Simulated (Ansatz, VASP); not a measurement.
Two plane-wave programs on CdSe

The input POSCAR:

```
CdSe
1.0
    0.0000000000      2.8429457880      2.8429457880
    2.8429457880      0.0000000000      2.8429457880
    2.8429457880      2.8429457880      0.0000000000
Cd Se
1 1
Direct
    0.0000000000      0.0000000000      0.0000000000
    0.5000000000      0.5000000000      0.5000000000
```

Contents of INCAR.step1:

```
SYSTEM = CdSe
PREC     = Accurate       ! precision mode
ENCUT    = 520            ! plane-wave cutoff, eV
EDIFF    = 1E-5           ! SCF threshold, eV
ISMEAR   = -1             ! smearing method
SIGMA    = 0.02           ! smearing width, eV
LREAL    = .FALSE.        ! projectors in reciprocal space
LASPH    = .TRUE.         ! aspherical terms in the spheres
NELM     = 150            ! most SCF steps
ALGO     = Normal         ! electronic algorithm
ISIF     = 2              ! what is computed and relaxed
LWAVE    = .TRUE.         ! write WAVECAR
MAGMOM   = 0 0 0 0 0 0    ! initial moments
LORBIT   = 11             ! projections on sites
LSORBIT  = .TRUE.         ! spin-orbit coupling
GGA_COMPAT= .FALSE.      
LORBMOM  = .TRUE.       
NBANDS   = 30             ! bands
GGA      = PE             ! functional
```

INCAR.step2

```
SYSTEM = CdSe
PREC     = Accurate       ! precision mode
ENCUT    = 520            ! plane-wave cutoff, eV
EDIFF    = 1E-6           ! SCF threshold, eV
ISMEAR   = -1             ! smearing method
SIGMA    = 0.02           ! smearing width, eV
LREAL    = .FALSE.        ! projectors in reciprocal space
LASPH    = .TRUE.         ! aspherical terms in the spheres
NELM     = 150            ! most SCF steps
ALGO     = Normal         ! electronic algorithm
ISIF     = 2              ! what is computed and relaxed
LWAVE    = .FALSE.        ! write WAVECAR
LCHARG   = .TRUE.         ! write CHGCAR
MAGMOM   = 0 0 0 0 0 0    ! initial moments
LORBIT   = 11             ! projections on sites
LSORBIT  = .TRUE.         ! spin-orbit coupling
GGA_COMPAT= .FALSE.      
LORBMOM  = .TRUE.       
GGA      = PE             ! functional
LHFCALC  = .TRUE.         ! exact exchange
HFSCREEN = 0.2079         ! screening, 1/A
PRECFOCK = Normal       
LVHAR    = .TRUE.       
NBANDS   = 30             ! bands
ISTART   = 1
```

Contents of KPOINTS:

```
regular mesh
0
G
  4 4 4
  0 0 0
```

Input for Ansatz:

```yaml
crystal:
  lattice:
    - [0.0, 2.842945788, 2.842945788]
    - [2.842945788, 0.0, 2.842945788]
    - [2.842945788, 2.842945788, 0.0]
  atoms:
    - { symbol: Cd, position: [0.0, 0.0, 0.0] }
    - { symbol: Se, position: [0.5, 0.5, 0.5] }
kpoints:
  mp_grid: { grid: [4, 4, 4] }
  band_path:
    path:
      - [0.0, 0.0, 0.0]
      - [0.5, 0.0, 0.5]
      - [0.625, 0.25, 0.625]
      - [0.375, 0.375, 0.75]
      - [0.5, 0.5, 0.5]
      - [0.5, 0.25, 0.75]
      - [0.1875, 0.1875, 0.375]
    npoints: 1
hamiltonian:
  xc: hse06
scf:
  occupations: { method: fermi_dirac, width: 0.02 }
  n_extra_bands: 8
magnetization:
  noncollinear: true
  spin_orbit: true
output:
  eigenvalues: true
```

Alike in both runs: task single point; functional HSE06; k mesh 4 × 4 × 4; occupations fermi-dirac, width 0.02 eV; non-collinear spin, spin-orbit coupling.

|  | VASP | Ansatz |
| --- | --- | --- |
| version | VASP 6.6.1 | Ansatz 0.2.0 |
| potentials or method | VASP PAW PBE potentials, release 64 (Cd, Se) | plane waves, PAW |
| plane-wave cutoff (eV) | 520 | 420 |
| valence electrons in the cell | 18 | 36 |

|  | VASP | Ansatz | Ansatz less VASP |
| --- | --- | --- | --- |
| net moment per atom (μB) | 0.00 | 0.00 | 0.000 |

The two sets of potentials don't hold the same shells in valence.

Caveats: the k mesh is coarse (spacing up to 0.48 Å⁻¹), so the values aren't converged, least of all with exact exchange.
